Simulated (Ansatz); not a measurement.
Runs of Ansatz 0.2.0 on GaN. Symmetry: Fm-3m, No. 225, cubic system. The conventional cell has a = 4.270 Å, b = 4.270 Å, c = 4.270 Å, α = 90.00°, β = 90.00°, γ = 90.00°. Ga (site symmetry m-3m) has 6 N at 2.14 Å as nearest neighbours. Around N (site symmetry m-3m) lie 6 Ga at 2.14 Å. Measurements of this composition are mostly on another form, of space group No. 186.

```csv
task,level,cell,cutoff (eV),points for each segment of the path,gap on the mesh (eV),pressure (GPa),relaxed volume (Å³/atom)
band structure,r2SCAN,as given,500,14,1.06,-8.5,-
band structure,revPBE,as given,420,14,0.62,3.0,-
relaxation of cell and atoms,revPBE,relaxed,420,-,0.54,0.0,(c)
band structure,BLYP,as given,420,14,0.43,(b),-
relaxation of cell and atoms,PBEsol,relaxed,420,-,(a),0.0,9.39
```

Alike in all rows: potentials or basis Ansatz PAW; no spin polarisation; k mesh 11 × 11 × 11; smearing fermi-dirac 0.05 eV.

Task: Estimate the missing entries.

Result: (a) 0.69; (b) 7.7; (c) 9.88.

Caveats: the PAW data sets come from PBE, with cores solved anew for the run's functional, which leaves a small shift of forces and pressure; the k mesh misses the band edges, so the gap on the mesh is wider than the one along the path (some runs); odd divisions of the mesh miss points on the zone boundary, where band edges often lie, so the gap on the mesh can be too wide (some runs); the plane-wave basis is chosen anew once the cell has moved, so the energies of steps on either side of that aren't comparable (some runs).

A k mesh can miss the band edges, and the runs leave out spin-orbit coupling on Ga.

Runs at the PBE level aren't shown here.
